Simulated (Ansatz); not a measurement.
HgTe, DFT, LDA, PAW with Ansatz's default frozen-core files, scalar-relativistic (Ansatz 0.2.0), run on 1 thread of Arm Neoverse V1 on a shared host.

The cell is COD entry 1538296, as deposited and not checked against the literature; nothing was relaxed. The listed cell was then made from it by scaling, straining or moving an atom.

Command: `ansatz run input.yaml --threads 1 --pin off --max-ram 3072MiB --backend cpu --events-out ev --progress --plain --runs-dir out`

```yaml
crystal:
  lattice:
    - [0.0, 2.9215, 2.950715]
    - [2.9215, 0.0, 2.950715]
    - [2.9215, 2.9215, 0.0]
  atoms:
    - { symbol: Hg, position: [0.0, 0.0, 0.0] }
    - { symbol: Te, position: [0.5, 0.5, 0.5] }
kpoints:
  mp_grid: { grid: [10, 10, 10] }
scf:
  occupations: { method: fermi_dirac, width: 0.08 }
hamiltonian:
  xc: lda
  pseudopotentials: { kind: paw }
output:
  forces: true
  stress: true
  eigenvalues: true
  efg: { contact_densities: true }
  write_density: true
  write_potential: true
  elf: true
  volumetric_format: npy
```

(1) How large is the problem that the program sets up?

(2) Estimate the wall time and the peak memory.

(3) And the same cell and mesh by all-electron PAW (datasets made for this crystal), asked for forces, stress, eigenvalues, efg, on the same hardware?

## Answers

(1) 102 irreducible k-points, 949 plane waves at Γ, 22 bands.

(2) 10 s of wall time for 6 SCF iterations, with a peak of 0.45 GiB. Times on shared machines scatter by tens of per cent.

(3) 13 s, peak memory 0.55 GiB.
